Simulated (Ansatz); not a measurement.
A (001) slab of Ge (P6_3/mmc (No. 194)), 6 planes, outer planes Ge (top) and Ge (bottom), with 6 atoms (Ge6) in a surface cell of A = 13.835 Å², as cut from the bulk:

```xyz
6
Lattice="3.9970 0.0000 0.0000 -1.9985 3.4615 0.0000 0.0000 0.0000 22.4263" Properties=species:S:1:pos:R:3 pbc="T T T"
Ge    0.0000    2.3077    7.5000
Ge    1.9985    1.1538    8.3300
Ge    1.9985    1.1538   10.7982
Ge    0.0000    2.3077   11.6282
Ge    0.0000    2.3077   14.0964
Ge    1.9985    1.1538   14.9263
```

Computed with Ansatz, DFT PBEsol, scalar-relativistic, plane waves, PAW. Settings: cutoff 420 eV, Γ-centred mesh 9×9×1 on the computed 6-atom cell, Gaussian smearing of 0.10 eV; no spin polarisation. The cell repeats along c with a dipole correction in the vacuum.

Against the same 6 atoms in the bulk, the slab as cut lies 2.029 eV higher and the relaxed slab 2.010 eV higher.

Problem. Work out the surface energy before and after relaxation.

Solution. The slab has two faces, so γ = (E_slab − N·E_bulk)/(2A), the mean of both. As cut: 2.029/(2 × 13.835) = 0.0733 eV/Å², and 1 eV/Å² = 16.02 J/m², so γ = 1.17 J/m². Relaxed: 2.010/(2 × 13.835) = 0.0726 eV/Å² = 1.16 J/m². Relaxation recovers 0.9 % of the cost of cutting.

Problem. What is the ideal work of this cut, per area?

Solution. Griffith's ideal work is 2γ: 2.35 J/m² if the new faces stay rigid, 2.33 J/m² if they relax. Other cuts parallel to this plane can cost less. One thickness was run, 6 planes, so γ can still shift with it.

The reference crystal is a form of Ge, which isn't its usual structure.